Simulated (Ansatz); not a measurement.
A distorted cell of ZrO2 (tetragonal-ZrO2 type, space group P4_2/nmc):

```
CELL_PARAMETERS angstrom
      7.24208     0.00000     0.00000
      3.62104     3.62104     0.00000
      0.00000     0.00000     5.28279
ATOMIC_POSITIONS crystal
  Zr 0.00000 0.00000 0.96593
  Zr 0.50000 0.00000 0.03407
  Zr 0.00000 0.50000 0.49064
  Zr 0.50000 0.50000 0.50936
  O  0.76957 0.47394 0.19278
  O  0.23043 0.52606 0.19278
  O  0.77739 0.45238 0.69278
  O  0.22261 0.54762 0.69278
  O  0.27739 0.99284 0.30722
  O  0.72261 0.00716 0.30722
  O  0.26957 0.98691 0.80722
  O  0.73043 0.01309 0.80722
```

Computed with PBE (plane waves to 420 eV, PAW, scalar-relativistic; Ansatz, an electronic-structure program). k mesh 9×9×6 (Γ-centred), Fermi-Dirac smearing 0.05 eV. Compression counts positive. This is a high-temperature form of ZrO2. ZrO2 is run without spin polarisation. ZrO2 was relaxed with its symmetry unable to fall.

Predict the force on every atom, in eV/Å.


| atom | Fx | Fy | Fz |
|---|---|---|---|
| Zr1 | 0.000 | 0.000 | 0.711 |
| Zr2 | 0.000 | 0.000 | -0.711 |
| Zr3 | 0.000 | 0.000 | 0.094 |
| Zr4 | 0.000 | 0.000 | -0.094 |
| O5 | -0.003 | 0.041 | 0.214 |
| O6 | 0.003 | -0.041 | 0.214 |
| O7 | -0.015 | 0.340 | -0.528 |
| O8 | 0.015 | -0.340 | -0.528 |
| O9 | -0.340 | 0.015 | 0.528 |
| O10 | 0.340 | -0.015 | 0.528 |
| O11 | -0.041 | 0.003 | -0.214 |
| O12 | 0.041 | -0.003 | -0.214 |

Give the stress tensor in GPa and the pressure.


```
   1.74    -0.27     0.00
  -0.27     1.74     0.00
   0.00     0.00     3.77
```
The pressure, a third of the trace, is 2.42 GPa.

(For displaced atoms, the force is minus the slope of the energy, and its curvature is a force constant, which sets phonon frequencies.)
